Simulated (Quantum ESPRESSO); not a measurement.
**Gd under changes of volume**

One of the cells (33.215 Å³/atom); the others are scaled copies at fixed shape and fractional positions:

```xyz
1
Lattice="-2.0250 2.0250 2.0250 2.0250 -2.0250 2.0250 2.0250 2.0250 -2.0250" Properties=species:S:1:pos:R:3 pbc="T T T"
Gd    0.0000    0.0000    0.0000
```

This isn't the form of Gd at room conditions, which is hcp.

- Program: Quantum ESPRESSO 7.5
- Functional: PBE
- Potentials or basis: JTH 2.0 PBE
- Cutoff: 680 eV
- Density cutoff: 4082 eV
- k mesh: 9 × 9 × 9
- Occupations: fermi-dirac, width 0.05 eV
- Spin: collinear spin, ferromagnetic start
- Starting moments: [7.0] μB

```csv
volume (Å³/atom),energy over the lowest point (meV/atom),pressure (GPa),moment (μB per cell)
31.222,14.12,2.4,7.58
31.886,6.07,1.6,7.59
32.551,1.46,0.8,7.59
33.215,0.00,0.0,7.60
33.879,1.32,-0.6,7.61
34.544,?,?,?
35.208,11.45,-1.7,7.64
```

Question: What does the run at 34.544 Å³/atom give?

Answer: Energy over the lowest point 5.22 meV/atom; pressure -1.2 GPa; moment 7.63 μB per cell.

Worked out: A Birch-Murnaghan fit of order 3 (a polynomial in V^(-2/3)) to the other rows has its minimum at 33.22 Å³/atom with B0 = V·E''(V) = 34 GPa and B' = 4.0. It gives 5.23 meV/atom at 34.544 Å³/atom, against the run's 5.22, and -dE/dV = -1.2 GPa, against -1.2. A straight line through the other rows of the moment, of slope 0.0144 μB per Å³/atom, gives 7.62 μB, against the run's 7.63.

Energies are extrapolated to zero smearing.
